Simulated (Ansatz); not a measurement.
# BaS in Ansatz: convergence with k mesh

Input of the first run (k mesh 2 × 2 × 2); the others differ in this setting and in those tied to it:

File input.yaml:

```yaml
crystal:
  lattice:
    - [0.0, 3.19375, 3.19375]
    - [3.19375, 0.0, 3.19375]
    - [3.19375, 3.19375, 0.0]
  atoms:
    - { symbol: Ba, position: [0.0, 0.0, 0.0] }
    - { symbol: S, position: [0.5, 0.5, 0.5] }
hamiltonian:
  xc: pbe
  pseudopotentials: { kind: paw_fr }
magnetization:
  noncollinear: true
  spin_orbit: true
kpoints:
  mp_grid: { grid: [2, 2, 2] }
scf:
  occupations: { method: cold, width: 0.1 }
output:
  forces: true
  stress: true
  eigenvalues: true
```

Potentials or basis: Ansatz PAW.

The run is started by

```sh
$ ansatz run input.yaml --threads 2 --pin off --max-ram 5632MiB --backend cpu --events-out ev --progress --plain --runs-dir out
```

Hardware: 2 threads of Arm Neoverse V1, on a shared host.

```
      k mesh  energy less the tightest run, at zero smearing (meV/atom)  pressure (GPa)  gap on the mesh (eV)  SCF cycles  CPU time (s)  peak memory (GiB)
   2 × 2 × 2                                                     132.70            1.86                 2.025           7           1.6               0.38
   3 × 3 × 3                                                      14.19            1.00                 2.450           7           2.4               0.38
   4 × 4 × 4                                                       2.11            0.86                 2.157           7           2.8                0.4
   5 × 5 × 5                                                       0.37            0.83                 2.274           7           3.3               0.41
   7 × 7 × 7                                                       0.02            0.82                 2.219           7           5.6               0.44
   8 × 8 × 8                                                       0.00            0.82                 2.161           7           7.8               0.46
10 × 10 × 10                                                       0.00            0.82                 2.161           7            12               0.49
12 × 12 × 12                                                       0.00            0.82                 2.161           7            19               0.54
```

Against the tightest run, the energy stays within 1 meV/atom from 5 × 5 × 5 on; the pressure stays within 0.1 GPa from 4 × 4 × 4 on; the gap on the mesh stays within 0.01 eV from 8 × 8 × 8 on. Meshes of other sizes hit other points, so gaps and Fermi surfaces needn't settle smoothly. The tightest run that finished is the yardstick and may itself not be fully converged.
